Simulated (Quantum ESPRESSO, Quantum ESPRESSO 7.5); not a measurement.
**In2Se2, 1 layer, rectangular cell, stepped through strain along the first axis**

Aim: how the results for In2Se2, 1 layer, rectangular cell change with strain along the first axis.

Method: plane-wave DFT, PBE, GBRV ultrasoft pseudopotentials, in Quantum ESPRESSO 7.5.

## (1) The structure

The cell holds 8 atoms: 4 Se and 4 In. Its edges and angles: a = 4.134 Å, b = 7.160 Å, c = 20.143 Å, α = 90.0°, β = 90.0°, γ = 90.0°. It derives from In2Se2. Vacuum lies along c.

Set-up: Cell and atoms are first relaxed; each strained cell is then held, the other axis too, and the atoms relax in it. A periodic run with 15 Å of vacuum in the starting cell gives the vacuum levels, and bands follow along a path.

Members -2, -1, 0, 1 and 2 took the same steps and show in the table alone.

## (2) Relaxing cell and ions of the reference

What the set-up leaves free in this member is relaxed.

Contents of ref.relax.in:

```
&control
  prefix = 'ref.relax'
  outdir = './out'
  pseudo_dir = './pseudo'
  nstep = 80
  forc_conv_thr = 0.0004
  calculation = 'vc-relax'
  etot_conv_thr = 1e-06
/
&system
  ibrav = 0
  nat = 8
  ntyp = 2
  ecutwfc = 50
  ecutrho = 250
  occupations = 'smearing'
  smearing = 'fd'
  degauss = 0.004
/
&electrons
  conv_thr = 1e-09
  mixing_beta = 0.4
  electron_maxstep = 120
  mixing_mode = 'plain'
/
&ions
/
&cell
  cell_dofree = '2Dxy'
  press_conv_thr = 0.3
/
ATOMIC_SPECIES
  Se  78.9710  se_pbe_v1.uspp.F.UPF
  In  114.8180  in_pbe_v1.4.uspp.F.UPF
CELL_PARAMETERS angstrom
  4.13400000000000 0.00000000000000 0.00000000000000
  0.00000000000000 7.16029803848974 0.00000000000000
  0.00000000000000 0.00000000000000 20.14290946413444
ATOMIC_POSITIONS crystal
  Se  0.000000000000 0.333333333400 0.372339458376
  Se  0.500000000000 0.833333333400 0.372339458376
  In  0.000000000000 0.000000000000 0.429503729214
  In  0.500000000000 0.500000000000 0.429503729214
  In  0.000000000000 0.000000000000 0.570496270786
  In  0.500000000000 0.500000000000 0.570496270786
  Se  0.000000000000 0.333333333400 0.627660541624
  Se  0.500000000000 0.833333333400 0.627660541624
K_POINTS automatic
  8 4 1 0 0 0
```

The run is started by

```sh
> OMP_NUM_THREADS=1 mpirun -n 4 pw.x -nk 2 -in ref.relax.in > ref.relax.out
```

What it wrote:

```text
Program PWSCF v.7.5 starts
[citation notice left out]

     Parallel version (MPI & OpenMP), running on       4 processor cores
     Number of MPI processes:                 4
     Threads/MPI process:                     1

     MPI processes distributed on     1 nodes
[...]
Current dimensions of program PWSCF are:
     Max number of different atomic species (ntypx) = 10
     Max number of k-points (npk) =  40000
     Max angular momentum in pseudopotentials (lmaxx) =  4
     Found identity + ( -0.5000 -0.5000  0.0000) symmetry
     This is a supercell, fractional translations are disabled
     Message from routine setup:
     using ibrav=0 with symmetry is DISCOURAGED, use correct ibrav instead

     K-points division:     npool     =       2
     R & G space division:  proc/nbgrp/npool/nimage =       2
     Subspace diagonalization in iterative solution of the eigenvalue problem:
     a serial algorithm will be used

     Parallelization info
     --------------------
     sticks:   dense  smooth     PW     G-vecs:    dense   smooth      PW
     Min        1051     843    239               134304    96125   14567
     Max        1052     844    240               134305    96128   14574
     Sum        2103    1687    479               268609   192253   29141

     Using Slab Decomposition

     bravais-lattice index     =            0
     lattice parameter (alat)  =       7.8121  a.u.
     unit-cell volume          =    4023.6516 (a.u.)^3
     number of atoms/cell      =            8
     number of atomic types    =            2
     number of electrons       =        76.00
     number of Kohn-Sham states=           46
     kinetic-energy cutoff     =      50.0000  Ry
     charge density cutoff     =     250.0000  Ry
     scf convergence threshold =      1.0E-09
     mixing beta               =       0.4000
     number of iterations used =            8  plain     mixing
     energy convergence thresh.=      1.0E-06
     force convergence thresh. =      4.0E-04
     press convergence thresh. =      3.0E-01
     Exchange-correlation=  SLA  PW   PBX  PBC
                           (   1   4   3   4   0   0   0)
     nstep                     =           80

     celldm(1)=   7.812128  celldm(2)=   0.000000  celldm(3)=   0.000000
     celldm(4)=   0.000000  celldm(5)=   0.000000  celldm(6)=   0.000000

     crystal axes: (cart. coord. in units of alat)
               a(1) = (   1.000000   0.000000   0.000000 )
               a(2) = (   0.000000   1.732051   0.000000 )
               a(3) = (   0.000000   0.000000   4.872499 )

     reciprocal axes: (cart. coord. in units 2 pi/alat)
               b(1) = (  1.000000  0.000000  0.000000 )
               b(2) = (  0.000000  0.577350  0.000000 )
               b(3) = (  0.000000  0.000000  0.205234 )

     PseudoPot. # 1 for Se read from file:
     ./pseudo/se_pbe_v1.uspp.F.UPF
     Pseudo is Ultrasoft + core correction, Zval =  6.0
     Generated by new atomic code, or converted to UPF format
     Using radial grid of  877 points,  6 beta functions with:
                l(1) =   0
                l(2) =   0
                l(3) =   1
                l(4) =   1
                l(5) =   2
                l(6) =   2
     Q(r) pseudized with  8 coefficients,  rinner =    1.300   1.300   1.300
                                                       1.300   1.300

     PseudoPot. # 2 for In read from file:
     ./pseudo/in_pbe_v1.4.uspp.F.UPF
     Pseudo is Ultrasoft + core correction, Zval = 13.0
     Generated by new atomic code, or converted to UPF format
     Using radial grid of  889 points,  6 beta functions with:
                l(1) =   0
                l(2) =   0
                l(3) =   1
                l(4) =   1
                l(5) =   2
                l(6) =   2
     Q(r) pseudized with  6 coefficients,  rinner =    1.400   1.400   1.400
                                                       1.400   1.400

     atomic species   valence    mass     pseudopotential
     Se                6.00    78.97100     Se( 1.00)
     In               13.00   114.81800     In( 1.00)

      4 Sym. Ops. (no inversion) found

   Cartesian axes

     site n.     atom                  positions (alat units)
         1        Se     tau(   1) = (   0.0000000   0.5773503   1.8142235  )
         2        Se     tau(   2) = (   0.5000000   1.4433757   1.8142235  )
         3        In     tau(   3) = (   0.0000000   0.0000000   2.0927563  )
         4        In     tau(   4) = (   0.5000000   0.8660254   2.0927563  )
         5        In     tau(   5) = (   0.0000000   0.0000000   2.7797423  )
         6        In     tau(   6) = (   0.5000000   0.8660254   2.7797423  )
         7        Se     tau(   7) = (   0.0000000   0.5773503   3.0582751  )
         8        Se     tau(   8) = (   0.5000000   1.4433757   3.0582751  )

     number of k points=    15  Fermi-Dirac smearing, width (Ry)=  0.0040
                       cart. coord. in units 2pi/alat
        k(    1) = (   0.0000000   0.0000000   0.0000000), wk =   0.0625000
        k(    2) = (   0.0000000   0.1443376   0.0000000), wk =   0.1250000
        k(    3) = (   0.0000000  -0.2886751   0.0000000), wk =   0.0625000
        k(    4) = (   0.1250000   0.0000000   0.0000000), wk =   0.1250000
        k(    5) = (   0.1250000   0.1443376   0.0000000), wk =   0.2500000
        k(    6) = (   0.1250000  -0.2886751   0.0000000), wk =   0.1250000
        k(    7) = (   0.2500000   0.0000000   0.0000000), wk =   0.1250000
        k(    8) = (   0.2500000   0.1443376   0.0000000), wk =   0.2500000
        k(    9) = (   0.2500000  -0.2886751   0.0000000), wk =   0.1250000
        k(   10) = (   0.3750000   0.0000000   0.0000000), wk =   0.1250000
[...]
k(   15) = (  -0.5000000  -0.2886751   0.0000000), wk =   0.0625000

     Dense  grid:   268609 G-vectors     FFT dimensions: (  40,  72, 192)

     Smooth grid:   192253 G-vectors     FFT dimensions: (  36,  64, 180)

     Estimated max dynamical RAM per process >     392.45 MB

     Estimated total dynamical RAM >       1.47 GB

     Initial potential from superposition of free atoms

     starting charge      69.9997, renormalised to      76.0000

     negative rho (up, down):  9.625E-04 0.000E+00
     Starting wfcs are   52 randomized atomic wfcs

     total cpu time spent up to now is        3.5 secs

     per-process dynamical memory:   185.0 Mb

     Self-consistent Calculation

     iteration #  1     ecut=    50.00 Ry     beta= 0.40
     Davidson diagonalization with overlap
[...]
Forces acting on atoms (cartesian axes, Ry/au):

     atom    1 type  1   force =    -0.00000000   -0.00000497   -0.01064102
     atom    2 type  1   force =     0.00000000   -0.00000497   -0.01064101
     atom    3 type  2   force =     0.00000000    0.00000502    0.00391123
     atom    4 type  2   force =     0.00000000    0.00000493    0.00391127
     atom    5 type  2   force =     0.00000000    0.00000502   -0.00391123
     atom    6 type  2   force =     0.00000000    0.00000493   -0.00391127
     atom    7 type  1   force =     0.00000000   -0.00000497    0.01064102
     atom    8 type  1   force =     0.00000000   -0.00000497    0.01064101

     Total force =     0.022674     Total SCF correction =     0.000078

     Computing stress (Cartesian axis) and pressure

     negative rho (up, down):  1.185E-03 0.000E+00
          total   stress  (Ry/bohr**3)                   (kbar)     P=        1.38
  -0.00000584   0.00000000   0.00000000           -0.86        0.00        0.00
   0.00000000  -0.00000593   0.00000000            0.00       -0.87        0.00
   0.00000000   0.00000000   0.00003995            0.00        0.00        5.88

     Energy error            =      2.0E-03 Ry
     Gradient error          =      1.1E-02 Ry/Bohr
     Cell gradient error     =      8.7E-01 kbar

     number of scf cycles    =   3
     number of bfgs steps    =   2

     enthalpy           old  =    -708.6292764944 Ry
     enthalpy           new  =    -708.6312947356 Ry

     CASE: enthalpy          _new < enthalpy          _old

     new trust radius        =       0.0330036524 bohr
     new conv_thr            =       0.0000000003 Ry

     new unit-cell volume =   4030.23658 a.u.^3 (   597.21945 Ang^3 )
     density =      2.15528 g/cm^3

CELL_PARAMETERS (angstrom)
   4.137408444   0.000000000   0.000000000
   0.000000000   7.166107894   0.000000000
   0.000000000   0.000000000  20.142909464

ATOMIC_POSITIONS (crystal)
Se              -0.0000000000        0.3333306780        0.3702661001
Se               0.5000000000        0.8333306855        0.3702661001
In               0.0000000000        0.0000026597        0.4311020009
In               0.5000000000        0.5000026436        0.4311019987
In               0.0000000000        0.0000026597        0.5688979991
In               0.5000000000        0.5000026436        0.5688980013
Se               0.0000000000        0.3333306780        0.6297338999
Se               0.5000000000        0.8333306855        0.6297338999

[...]
NEW-OLD atomic charge density approx. for the potential
     New effective cutoffs (rho, wfc):  249.75   49.99

     negative rho (up, down):  1.186E-03 0.000E+00

     total cpu time spent up to now is      279.2 secs

     per-process dynamical memory:   218.4 Mb

[...]
!    total energy              =    -708.63227253 Ry
[...]
Total force =     0.014551     Total SCF correction =     0.000048
[...]
number of bfgs steps    =   3
[...]
new trust radius        =       0.0143710442 bohr
[...]
!    total energy              =    -708.63260958 Ry
[...]
Total force =     0.014876     Total SCF correction =     0.000052
[...]
number of bfgs steps    =   4
[...]
WARNING: bfgs curvature condition failed, Theta= 0.980
     new trust radius        =       0.0158081486 bohr
[...]
!    total energy              =    -708.63303488 Ry
[...]
Total force =     0.014263     Total SCF correction =     0.000044
[...]
number of bfgs steps    =   5
[...]
new trust radius        =       0.0237122230 bohr
[...]
!    total energy              =    -708.63509105 Ry
[...]
Total force =     0.003481     Total SCF correction =     0.000006
[...]
number of bfgs steps    =  10
[...]
new trust radius        =       0.0172318869 bohr
[...]
Self-consistent Calculation

     iteration #  1     ecut=    50.00 Ry     beta= 0.40
     Davidson diagonalization with overlap
     ethr =  1.00E-06,  avg # of iterations =  3.0

     Threshold (ethr) on eigenvalues was too large:
     Diagonalizing with lowered threshold

     Davidson diagonalization with overlap
     ethr =  1.82E-08,  avg # of iterations =  3.4

     negative rho (up, down):  8.957E-04 0.000E+00

     total cpu time spent up to now is      975.5 secs

     total energy              =    -708.63514351 Ry
     estimated scf accuracy    <       0.00001806 Ry

[...]
iteration #  8     ecut=    50.00 Ry     beta= 0.40
[...]
negative rho (up, down):  8.846E-04 0.000E+00

[...]
End of self-consistent calculation

          k = 0.0000 0.0000 0.0000 ( 24059 PWs)   bands (ev):

   -15.4335 -15.3408 -15.3325 -15.2769 -15.1660 -15.1660 -15.1626 -15.1062
   -15.0935 -15.0935 -15.0837 -15.0837 -15.0301 -15.0267 -14.9819 -14.9314
   -14.9251 -14.9251 -14.8947 -14.7756 -13.7716 -13.6526 -12.7515 -12.6871
    -6.8116  -6.5388  -6.0539  -4.3071  -3.7341  -2.8834  -2.8281  -2.7136
    -2.1992  -1.8917  -1.8914  -1.8195  -1.8192  -1.3586   0.0840   0.8612
     0.9795   1.3057   2.8620   3.1632   3.5797   3.5803

          k = 0.0000 0.1461 0.0000 ( 24016 PWs)   bands (ev):

   -15.4088 -15.3327 -15.3134 -15.2778 -15.2073 -15.1638 -15.1619 -15.1426
   -15.1030 -15.0871 -15.0841 -15.0772 -15.0392 -15.0364 -14.9783 -14.9509
   -14.9308 -14.9262 -14.8558 -14.7860 -13.6322 -13.5204 -12.9199 -12.8449
    -6.6229  -6.4770  -5.7103  -4.3916  -3.8773  -2.9314  -2.7609  -2.6365
    -2.6017  -2.4925  -2.0666  -1.9746  -1.8274  -1.2896   0.7400   1.0398
     1.0608   1.9591   2.9257   3.0380   3.3195   3.7246

          k = 0.0000-0.2921 0.0000 ( 23994 PWs)   bands (ev):

   -15.3542 -15.3542 -15.2674 -15.2674 -15.2380 -15.2380 -15.1615 -15.1615
   -15.0952 -15.0952 -15.0616 -15.0616 -15.0583 -15.0583 -14.9683 -14.9683
   -14.9287 -14.9287 -14.8143 -14.8143 -13.2902 -13.2902 -13.1952 -13.1952
    -6.4176  -6.4176  -4.9248  -4.9248  -3.6063  -3.6063  -3.0085  -3.0085
    -2.4389  -2.4389  -2.3090  -2.3090  -1.3834  -1.3834   1.2360   1.2360
     1.5349   1.5349   3.3564   3.3564   3.4500   3.4500

          k = 0.1265 0.0000 0.0000 ( 24023 PWs)   bands (ev):

   -15.4323 -15.3424 -15.3324 -15.2770 -15.1981 -15.1690 -15.1644 -15.1313
   -15.0999 -15.0865 -15.0861 -15.0790 -15.0351 -15.0333 -14.9755 -14.9475
   -14.9356 -14.9260 -14.8621 -14.7749 -13.6656 -13.5522 -12.7122 -12.6505
    -6.7682  -6.4906  -6.0031  -4.3642  -3.8107  -3.2653  -3.1298  -2.6711
    -2.4820  -2.3662  -2.2014  -2.0386  -1.9484  -1.2940   0.6285   1.2048
     1.2829   1.8733   2.9969   3.2019   3.2397   3.6902

          k = 0.1265 0.1461 0.0000 ( 24013 PWs)   bands (ev):

   -15.4107 -15.3348 -15.3182 -15.2782 -15.2303 -15.1721 -15.1673 -15.1631
   -15.0980 -15.0889 -15.0782 -15.0728 -15.0423 -15.0408 -14.9738 -14.9574
   -14.9343 -14.9272 -14.8412 -14.7838 -13.5367 -13.4297 -12.8694 -12.7976
    -6.6087  -6.4434  -5.7055  -4.4934  -3.8006  -3.1762  -3.1140  -2.9655
    -2.7670  -2.7296  -2.2219  -2.1094  -1.8197  -1.2877   1.0138   1.3566
     1.4224   2.2024   2.7167   3.2088   3.3993   3.6503

          k = 0.1265-0.2921 0.0000 ( 24016 PWs)   bands (ev):

   -15.3611 -15.3611 -15.2724 -15.2724 -15.2525 -15.2525 -15.1641 -15.1641
   -15.0934 -15.0934 -15.0602 -15.0602 -15.0578 -15.0578 -14.9681 -14.9681
   -14.9308 -14.9308 -14.8082 -14.8082 -13.2169 -13.2169 -13.1257 -13.1257
    -6.4174  -6.4174  -5.0260  -5.0260  -3.6015  -3.6015  -2.9659  -2.9659
    -2.7915  -2.7915  -2.6038  -2.6038  -1.4028  -1.4028   1.4671   1.4671
     1.9223   1.9223   3.0241   3.0241   3.7118   3.7118

[...]
-14.9321 -14.9321 -14.7811 -14.7811 -12.837
[key lines of the parts left out:]
total energy              =    -708.63514936 Ry
the Fermi energy is    -0.5560 ev
convergence has been achieved in   8 iterations
```

Wall time 25 min (4 MPI ranks of Arm Neoverse V2, shared host); peak memory 1.7 GiB; 1.7 h of CPU time.

Relaxation path:

| step | energy less that of the first step (eV) | largest force (eV/Å) | volume (Å³) |
| --- | --- | --- | --- |
| 1 | 0.0000 | 0.5765 | 596.24 |
| 2 | -0.0443 | 0.4109 | 596.95 |
| 3 | -0.0718 | 0.2736 | 597.35 |
| 4 | -0.0851 | 0.1407 | 597.22 |
| 5 | -0.0897 | 0.1697 | 596.58 |
| 6 | -0.0954 | 0.1729 | 595.62 |
| 7 | -0.1041 | 0.1526 | 593.91 |
| 8 | -0.1145 | 0.1018 | 590.98 |
| 9 | -0.1221 | 0.0378 | 586.01 |
| 10 | -0.1228 | 0.0298 | 585.04 |
| 11 | -0.1234 | 0.0422 | 583.97 |
| 12 | -0.1242 | 0.0567 | 582.37 |
| 13 | -0.1247 | 0.0430 | 581.35 |
| 14 | -0.1249 | 0.0133 | 580.86 |
| 15 | -0.1250 | 0.0018 | 580.93 |
| 16 | -0.1250 | 0.0001 | 580.99 |
| 17 | -0.1238 | 0.0001 | 580.99 |

| cell as run | before | after | change |
| --- | --- | --- | --- |
| a (Å) | 4.134 | 4.081 | -1.3 % |
| b (Å) | 7.160 | 7.068 | -1.3 % |

The atoms that moved most (Å, along periodic axes as changes of fractional coordinates times the final cell, across vacuum about the mean position):

| atom | dx | dy | dz | length |
| --- | --- | --- | --- | --- |
| Se2 | 0.000 | 0.000 | -0.116 | 0.116 |
| Se8 | 0.000 | 0.000 | 0.116 | 0.116 |
| Se7 | 0.000 | 0.000 | 0.116 | 0.116 |
| Se1 | 0.000 | 0.000 | -0.116 | 0.116 |
| In4 | 0.000 | 0.000 | 0.008 | 0.008 |
| In6 | 0.000 | 0.000 | -0.008 | 0.008 |
| In5 | 0.000 | 0.000 | -0.008 | 0.008 |
| In3 | 0.000 | 0.000 | 0.008 | 0.008 |

The relaxed structure:

```cif
data_structure
_symmetry_space_group_name_H-M 'P 1'
_symmetry_Int_Tables_number 1
_cell_length_a 4.0809
_cell_length_b 7.0679
_cell_length_c 20.1429
_cell_angle_alpha 90.000
_cell_angle_beta 90.000
_cell_angle_gamma 90.000
_cell_volume 580.99
loop_
_atom_site_label
_atom_site_type_symbol
_atom_site_fract_x
_atom_site_fract_y
_atom_site_fract_z
_atom_site_occupancy
Se1 Se 0.00000 0.33333 0.36656 1
Se2 Se 0.50000 0.83333 0.36656 1
In3 In 0.00000 0.00000 0.42992 1
In4 In 0.50000 0.50000 0.42992 1
In5 In 0.00000 0.00000 0.57008 1
In6 In 0.50000 0.50000 0.57008 1
Se7 Se 0.00000 0.33333 0.63344 1
Se8 Se 0.50000 0.83333 0.63344 1
```

 The last row is no step: it is a fresh SCF in the final cell with a new plane-wave basis, +1 meV from the row before.

This step gave:

```
free energy  : -9641.4720 eV
Fermi energy : -0.524 eV
```

(Part 1 of 7 ends here.)

[Logs are printed without paths, hosts, clocks, repeated set-up lines and the standing remarks that a program may print on its own settings, such as how far it seeks lower states.]

[Hosts, paths, dates, database ids (printed as entryN), source tags and the programs' standing remarks are cut or masked in the printed files.]

[Maps of the electrostatic potential energy from Ansatz leave out the sawtooth potential of an applied field or a dipole correction, so their vacuum need not be flat; planar profiles and work functions include it.]
